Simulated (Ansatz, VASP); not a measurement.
# InP in two plane-wave programs, part 2 of 2

Aim: how closely do two programs agree when they are given the same cell, functional and k mesh?

VASP 6.6.1 and Ansatz 0.2.0.

So far. Step 4 (Comparison): Among the levels compared at these points, filled levels agree within 12 meV and empty ones within 32 meV.

## Step 6: VASP: band structure, r2SCAN

Level of this step: r2SCAN; plane waves and PAW (In_d, P) (VASP).

The same cell, functional, mesh and smearing now go to VASP, with its own data sets and cutoff.

The input, INCAR:

```
SYSTEM = InP
PREC = Accurate
ENCUT = 400
EDIFF = 1E-06
NELM = 100
ISMEAR = 0
SIGMA = 0.02
LREAL = .FALSE.
ALGO = Normal
METAGGA = R2SCAN
LASPH = .TRUE.
NBANDS = 21
LORBIT = 11
LWAVE = .FALSE.
LCHARG = .FALSE.
KPAR = 4
```

The input, POSCAR:

```
InP
1.0
    0.0000000000      2.9343500000      2.9343500000
    2.9343500000      0.0000000000      2.9343500000
    2.9343500000      2.9343500000      0.0000000000
In P
1 1
Direct
    0.0000000000      0.0000000000      0.0000000000
    0.2500000000      0.2500000000      0.2500000000
```

The input, KPOINTS:

```
Automatic mesh
0
Gamma
4 4 4
0 0 0
```

The input, KPOINTS_OPT:

```
Line mode
16
Line-mode
Reciprocal
  0.00000000   0.00000000   0.00000000 GAMMA
  0.50000000   0.00000000   0.50000000 X

  0.50000000   0.00000000   0.50000000 X
  0.50000000   0.25000000   0.75000000 W

  0.50000000   0.25000000   0.75000000 W
  0.37500000   0.37500000   0.75000000 K

  0.37500000   0.37500000   0.75000000 K
  0.00000000   0.00000000   0.00000000 GAMMA

  0.00000000   0.00000000   0.00000000 GAMMA
  0.50000000   0.50000000   0.50000000 L

  0.50000000   0.50000000   0.50000000 L
  0.62500000   0.25000000   0.62500000 U

  0.62500000   0.25000000   0.62500000 U
  0.50000000   0.25000000   0.75000000 W

  0.50000000   0.25000000   0.75000000 W
  0.50000000   0.50000000   0.50000000 L

  0.50000000   0.50000000   0.50000000 L
  0.37500000   0.37500000   0.75000000 K

  0.62500000   0.25000000   0.62500000 U
  0.50000000   0.00000000   0.50000000 X
```

Potentials, in the order of the species: In_d and P (PBE family, release 64).

Started as:

```bash
$ mpirun -np 4 vasp_std
```

Numbers of over 12 decimals in the logs are rounded to 6 here.

The log of the run:

```text
[banner, memory and clock lines left out]
running    4 mpi-ranks, on    1 nodes
[...]
[... a notice as in an earlier step ...]

 LDA part: xc-table for (None), standard interpolation
 POSCAR, INCAR and KPOINTS ok, starting setup
[...]
entering main loop
       N       E                     dE             d eps       ncg     rms          rms(c)
DAV:   1     0.943014446124E+02    0.94301E+02   -0.65849E+03   341   0.784E+02
DAV:   2    -0.261795355990E+02   -0.12048E+03   -0.11288E+03   351   0.241E+02
DAV:   3    -0.355544579013E+02   -0.93749E+01   -0.92874E+01   404   0.692E+01
DAV:   4    -0.357980405102E+02   -0.24358E+00   -0.24333E+00   404   0.107E+01
[...]
DAV:  11    -0.321932889327E+02   -0.24059E-04   -0.22080E-05   483   0.279E-02    0.118E-01
DAV:  12    -0.321932980092E+02   -0.90765E-05   -0.39700E-05   371   0.697E-02    0.856E-02
DAV:  13    -0.321932982314E+02   -0.22211E-06   -0.15828E-06   419   0.780E-03
   1 F= -.32193298E+02 E0= -.32193298E+02  d E =-.110786E-22
 Start KPOINTS_OPT (optional k-point list driver)
k-point batch [1-8\160]
       N       E                     dE             ncg
DAV:   1     0.417563489363E+03   -0.13522E+03      349
DAV:   2    -0.590811769427E+03   -0.10084E+04      361
DAV:   3    -0.673546962599E+03   -0.82735E+02      366
DAV:   4    -0.675940312115E+03   -0.23933E+01      435
DAV:   5    -0.676059849254E+03   -0.11954E+00      498
DAV:   6    -0.676061694468E+03   -0.18452E-02      446
DAV:   7    -0.676061746966E+03   -0.52498E-04      509
DAV:   8    -0.676061747279E+03   -0.31287E-06      307
[...]
k-point batch [153-160\160]
       N       E                     dE             ncg
DAV:   1     0.270939441279E+03   -0.41350E+04      341
DAV:   2    -0.690489888833E+03   -0.96143E+03      362
DAV:   3    -0.770752577792E+03   -0.80263E+02      417
DAV:   4    -0.773036267904E+03   -0.22837E+01      399
DAV:   5    -0.773161915681E+03   -0.12565E+00      521
DAV:   6    -0.773163308397E+03   -0.13927E-02      409
DAV:   7    -0.773163371903E+03   -0.63506E-04      540
DAV:   8    -0.773163372421E+03   -0.51870E-06      335
```

From OUTCAR (step 6):

```text
  Total        0.4769197      0.4769197      0.4769197     -0.0000000      0.0000000      0.0000000
  in kB       15.1213345     15.1213345     15.1213345     -0.0000000      0.0000000      0.0000000
  external PRESSURE =      15.1213345 kB  Pullay stress =       0.0000000 kB

 POSITION                                       TOTAL-FORCE (eV/Angst)
 -----------------------------------------------------------------------------------
      0.00000      0.00000      0.00000        -0.000000      0.000000     -0.000000
      1.46717      1.46717      1.46717         0.000000     -0.000000      0.000000
 -----------------------------------------------------------------------------------
    total drift:                                0.000002      0.000002      0.000002

  FREE ENERGIE OF THE ION-ELECTRON SYSTEM (eV)
  ---------------------------------------------------
  free  energy   TOTEN  =       -32.1932982314 eV

  energy  without entropy=      -32.1932982314  energy(sigma->0) =      -32.19329823

[... 2 parts as in an earlier step ...]

[... 1 further part left out ...]
[key lines of the parts left out:]
E-fermi :   5.1413
```

The run ends at a pressure of 1.51 GPa.

## Step 7: Differences

What differs besides the data sets and the points named for the pairs above, as far as they apply: VASP keeps PBE cores, Ansatz makes them for the functional; the cutoff is 500 eV in Ansatz and 400 eV in VASP. Total energies have different zeros and are not compared.

The two programs side by side:

```
                     quantity  Ansatz   VASP  difference
               pressure (GPa)    1.58   1.51       +0.07
gap over the path points (eV)   1.131  1.135      -0.004
```

Levels at points of the path, from each program's valence-band top (eV; 3 filled, then empty):

```
k (reciprocal lattice)                            Ansatz                              VASP
     0.000 0.000 0.000     0.00 0.00 0.00 1.13 4.40 4.40     0.00 0.00 0.00 1.14 4.42 4.42
     0.167 0.000 0.167  -2.11 -0.84 -0.84 3.01 3.42 5.66  -2.11 -0.84 -0.84 3.02 3.42 5.67
     0.333 0.000 0.333  -4.52 -1.97 -1.97 2.29 3.14 8.09  -4.52 -1.97 -1.97 2.29 3.15 8.11
     0.500 0.000 0.500  -5.88 -2.40 -2.40 1.98 2.52 9.85  -5.88 -2.40 -2.40 1.98 2.53 9.86
     0.500 0.083 0.583  -5.84 -2.58 -2.57 2.43 2.93 8.92  -5.84 -2.58 -2.58 2.43 2.94 8.94
     0.500 0.183 0.683  -5.74 -2.95 -2.91 3.80 4.17 6.91  -5.75 -2.95 -2.91 3.80 4.18 6.92
     0.500 0.250 0.750  -5.71 -3.05 -3.00 4.55 4.76 6.00  -5.72 -3.05 -3.00 4.56 4.78 6.01
     0.450 0.300 0.750  -5.71 -3.27 -2.58 3.69 4.76 6.57  -5.71 -3.27 -2.58 3.70 4.78 6.58
     0.408 0.342 0.750  -5.72 -3.38 -2.15 2.86 4.73 7.44  -5.72 -3.38 -2.15 2.87 4.75 7.45
     0.350 0.350 0.700  -5.65 -3.49 -1.85 2.77 5.26 7.50  -5.65 -3.49 -1.85 2.78 5.27 7.53
```

Among the levels compared at these points, filled levels agree within 2 meV and empty ones within 25 meV. Ansatz's pressure holds a Pulay correction of 0.02 GPa; VASP's holds none.

## Step 8: VASP: band structure, BLYP

The same path points are solved in both programs, so levels can be compared one by one.

INCAR, as its differences from that of step 6:

```diff
@@ -9,4 +9,7 @@
 ALGO = Normal
-METAGGA = R2SCAN
-LASPH = .TRUE.
+GGA = B5
+ALDAX = 1
+AGGAX = 1
+AGGAC = 1
+ALDAC = 0
 NBANDS = 21
```

POSCAR is that of step 6.

KPOINTS is that of step 6.

KPOINTS_OPT is that of step 6.

Started as:

```bash
$ mpirun -np 4 vasp_std
```

The log of the run:

```text
[banner, memory and clock lines left out]
running    4 mpi-ranks, on    1 nodes
[...]
[... a notice as in an earlier step ...]

 LDA part: xc-table for (Slater(with rela. corr.)+VWN5), standard interpolation
 POSCAR, INCAR and KPOINTS ok, starting setup
[...]
entering main loop
       N       E                     dE             d eps       ncg     rms          rms(c)
DAV:   1     0.121191681803E+03    0.12119E+03   -0.64679E+03   341   0.767E+02
DAV:   2     0.214681796235E+01   -0.11904E+03   -0.11189E+03   351   0.237E+02
DAV:   3    -0.728118840964E+01   -0.94280E+01   -0.93378E+01   404   0.684E+01
DAV:   4    -0.752697837805E+01   -0.24579E+00   -0.24554E+00   386   0.108E+01
[...]
DAV:  10    -0.695766318432E+01   -0.82737E-04   -0.15547E-04   442   0.166E-01    0.933E-02
DAV:  11    -0.695768906514E+01   -0.25881E-04   -0.57907E-05   371   0.823E-02    0.307E-02
DAV:  12    -0.695768850510E+01    0.56004E-06   -0.30427E-06   411   0.120E-02
   1 F= -.69576885E+01 E0= -.69576885E+01  d E =-.686427E-33
 Start KPOINTS_OPT (optional k-point list driver)
k-point batch [1-8\160]
       N       E                     dE             ncg
DAV:   1     0.519305777581E+03   -0.33478E+02      349
DAV:   2    -0.465371967860E+03   -0.98468E+03      361
DAV:   3    -0.545733486631E+03   -0.80362E+02      376
DAV:   4    -0.548092687610E+03   -0.23592E+01      411
DAV:   5    -0.548210918097E+03   -0.11823E+00      482
DAV:   6    -0.548213445945E+03   -0.25278E-02      443
DAV:   7    -0.548213497232E+03   -0.51288E-04      473
DAV:   8    -0.548213498059E+03   -0.82658E-06      379
[...]
k-point batch [153-160\160]
       N       E                     dE             ncg
DAV:   1     0.378981808465E+03   -0.40270E+04      341
DAV:   2    -0.559802939750E+03   -0.93878E+03      362
DAV:   3    -0.639084910178E+03   -0.79282E+02      428
DAV:   4    -0.641282113450E+03   -0.21972E+01      399
DAV:   5    -0.641388985927E+03   -0.10687E+00      497
DAV:   6    -0.641392956093E+03   -0.39702E-02      436
DAV:   7    -0.641393020418E+03   -0.64325E-04      492
DAV:   8    -0.641393021815E+03   -0.13967E-05      374
DAV:   9    -0.641393021854E+03   -0.39807E-07      268
```

OUTCAR, selected parts (step 8):

```text
  Total        2.0906043      2.0906043      2.0906043      0.0000000      0.0000000      0.0000000
  in kB       66.2852163     66.2852163     66.2852163      0.0000000      0.0000000      0.0000000
  external PRESSURE =      66.2852163 kB  Pullay stress =       0.0000000 kB

 POSITION                                       TOTAL-FORCE (eV/Angst)
 -----------------------------------------------------------------------------------
      0.00000      0.00000      0.00000         0.000000      0.000000     -0.000000
      1.46717      1.46717      1.46717        -0.000000     -0.000000      0.000000
 -----------------------------------------------------------------------------------
    total drift:                                0.000000      0.000000     -0.000000

  FREE ENERGIE OF THE ION-ELECTRON SYSTEM (eV)
  ---------------------------------------------------
  free  energy   TOTEN  =        -6.9576885051 eV

  energy  without entropy=       -6.9576885051  energy(sigma->0) =       -6.95768851

[... 2 parts as in an earlier step ...]

[... 1 further part left out ...]
[key lines of the parts left out:]
E-fermi :   5.7817
```

At this level the cell is under a pressure of 6.6 GPa, so at these settings it is away from equilibrium.

## Step 9: Ansatz: band structure, BLYP

The same cell, functional (in two slightly different forms), mesh and smearing now go to Ansatz, which takes its cutoff from its data sets.

The input, input.yaml:

```yaml
crystal:
  lattice:
    - [0.0, 2.93435, 2.93435]
    - [2.93435, 0.0, 2.93435]
    - [2.93435, 2.93435, 0.0]
  atoms:
    - { symbol: In, position: [0.0, 0.0, 0.0] }
    - { symbol: P, position: [0.25, 0.25, 0.25] }
hamiltonian:
  xc: blyp
  pseudopotentials: { kind: paw }
kpoints:
  mp_grid: { grid: [4, 4, 4] }
  band_path:
    path:
      - [0.0, 0.0, 0.0]
      - [0.16667, 0.0, 0.16667]
      - [0.33333, 0.0, 0.33333]
      - [0.5, 0.0, 0.5]
      - [0.5, 0.08333, 0.58333]
      - [0.5, 0.18333, 0.68333]
      - [0.5, 0.25, 0.75]
      - [0.45, 0.3, 0.75]
      - [0.40833, 0.34167, 0.75]
      - [0.35, 0.35, 0.7]
      - [0.225, 0.225, 0.45]
      - [0.075, 0.075, 0.15]
      - [0.03333, 0.03333, 0.03333]
      - [0.23333, 0.23333, 0.23333]
      - [0.4, 0.4, 0.4]
      - [0.51667, 0.46667, 0.51667]
      - [0.55833, 0.38333, 0.55833]
      - [0.60833, 0.28333, 0.60833]
      - [0.60833, 0.25, 0.64167]
      - [0.55833, 0.25, 0.69167]
      - [0.51667, 0.25, 0.73333]
      - [0.5, 0.3, 0.7]
      - [0.5, 0.38333, 0.61667]
      - [0.5, 0.48333, 0.51667]
      - [0.475, 0.475, 0.55]
      - [0.425, 0.425, 0.65]
      - [0.38333, 0.38333, 0.73333]
      - [0.59167, 0.18333, 0.59167]
      - [0.55, 0.1, 0.55]
      - [0.5, 0.0, 0.5]
    npoints: 1
scf:
  occupations: { method: gaussian, width: 0.02 }
  n_extra_bands: 7
output:
  forces: true
  stress: true
  eigenvalues: true
  write_density: true
  write_potential: true
  elf: true
  volumetric_format: npy
```

Started as:

```bash
$ ansatz run input.yaml --threads 2 --pin off --max-ram 4608MiB --backend cpu --events-out ev --progress --plain --runs-dir out
```

The log of the run:

```text
[...]
Crystal: 2 atoms, lattice volume = 50.532 Å³
Basis set: ecut = 420 eV, 965 PW (Γ), exchange–correlation on 60×60×60 points (8 copies of the dense FFT grid, shifted against one another)
Bands: 16, of which v1, the nominal top of the filled ones, is band 9 counted from 1 (8 counted from 0)
Symmetry: 24 space group operations
[...]
k-points: 8 of 64 (time reversal used)
[...]
k-point 0: bands = [... 5 lower, -4.1043, 7.3998, 7.3998, 7.3998, 7.9599, 11.4690, 11.4690, 11.4690, ... 3 higher]
  k-point 1: bands = [... 5 lower, -3.4383, 3.9404, 6.8464, 6.8464, 9.1133, 12.1720, 12.1720, 12.7221, ... 3 higher]
  k-point 2: bands = [... 5 lower, -2.4129, 1.6833, 6.4340, 6.4340, 8.8357, 12.2285, 12.2285, 14.6105, ... 3 higher]
  k-point 7: bands = [... 5 lower, -1.6885, 1.7527, 4.5078, 4.5431, 11.6842, 11.7870, 12.9399, 13.7201, ... 3 higher]
[key lines of the parts left out:]
SCF converged after 6 iterations
Free energy (F): -6373.917764 eV
Fermi energy:    7.680224 eV
P = ⅓ Tr σ = 6.5772 GPa (65.772 kbar)
```

Run time: 2.3 s. Hardware: 2 threads of Arm Neoverse N1, shared host; peak memory 0.27 GiB.

## Step 10: Comparison

What differs besides the data sets and the points named for the pairs above, as far as they apply: VASP leaves aspherical gradient terms in its spheres out (LASPH is not set), Ansatz keeps them. Total energies have different zeros and are not compared.

Compared:

```
                     quantity  Ansatz   VASP  difference
               pressure (GPa)    6.58   6.63       -0.05
gap over the path points (eV)   0.560  0.588      -0.028
```

Levels at points of the path, from each program's valence-band top (eV; 3 filled, then empty):

```
k (reciprocal lattice)                            Ansatz                              VASP
     0.000 0.000 0.000     0.00 0.00 0.00 0.56 4.07 4.07     0.00 0.00 0.00 0.59 4.08 4.08
     0.167 0.000 0.167  -2.20 -0.80 -0.80 2.55 3.16 5.25  -2.19 -0.80 -0.80 2.57 3.17 5.27
     0.333 0.000 0.333  -4.50 -1.88 -1.88 2.12 2.87 7.53  -4.48 -1.88 -1.88 2.12 2.88 7.56
     0.500 0.000 0.500  -5.79 -2.29 -2.29 1.86 2.30 9.19  -5.77 -2.29 -2.29 1.86 2.32 9.20
     0.500 0.083 0.583  -5.75 -2.46 -2.45 2.29 2.69 8.36  -5.74 -2.46 -2.46 2.29 2.70 8.38
     0.500 0.183 0.683  -5.67 -2.80 -2.78 3.62 3.79 6.45  -5.66 -2.80 -2.78 3.62 3.82 6.46
     0.500 0.250 0.750  -5.65 -2.89 -2.86 4.28 4.39 5.54  -5.63 -2.89 -2.86 4.31 4.39 5.55
     0.450 0.300 0.750  -5.64 -3.10 -2.46 3.44 4.42 6.14  -5.63 -3.10 -2.46 3.45 4.43 6.15
     0.408 0.342 0.750  -5.64 -3.21 -2.05 2.65 4.39 6.98  -5.63 -3.21 -2.06 2.66 4.41 7.00
     0.350 0.350 0.700  -5.58 -3.32 -1.76 2.55 4.87 7.04  -5.56 -3.32 -1.76 2.56 4.89 7.06
```

Among the levels compared at these points, filled levels agree within 13 meV and empty ones within 28 meV. Ansatz's pressure holds a Pulay correction of 0.03 GPa; VASP's holds none.

## Step 11: Further runs

Further runs change the set-up of one program: Ansatz's method, potentials or start, or VASP's data sets, cutoff or form of LDA. The table gives Ansatz less VASP for each quantity, since a change that brings one quantity closer may part another.

```
                              run  pressure (GPa)  gap over the path points (eV)
                         as above          -0.051                         -0.028
Ansatz's all-electron LAPW method          -0.060                         -0.031
```

## Step 12: Outcome

| Quantity | Value |
| --- | --- |
| difference in gap over the path points (band structure, LDA) | -0.030 eV |
| difference in gap over the path points (band structure, r2SCAN) | -0.0043 eV |
| difference in gap over the path points (band structure, BLYP) | -0.028 eV |

The difference in gap over the path points is -0.030 eV (band structure, LDA), within the 0.08 eV picked in this series as the mark of a large difference. For band structure, BLYP, no further run moves any of the tabulated differences by more than a quarter of its size. 1 further run of this series is not shown here. How closely two codes agree says nothing of how well the functional describes the real material.

[Lines on the potential files, build, host, timing and source positions are cut from VASP's logs without a mark.]

[Logs are printed without paths, hosts, clocks, repeated set-up lines and the standing remarks that a program may print on its own settings, such as how far it seeks lower states.]

[Hosts, paths, dates, database ids (printed as entryN), source tags and the programs' standing remarks are cut or masked in the printed files.]
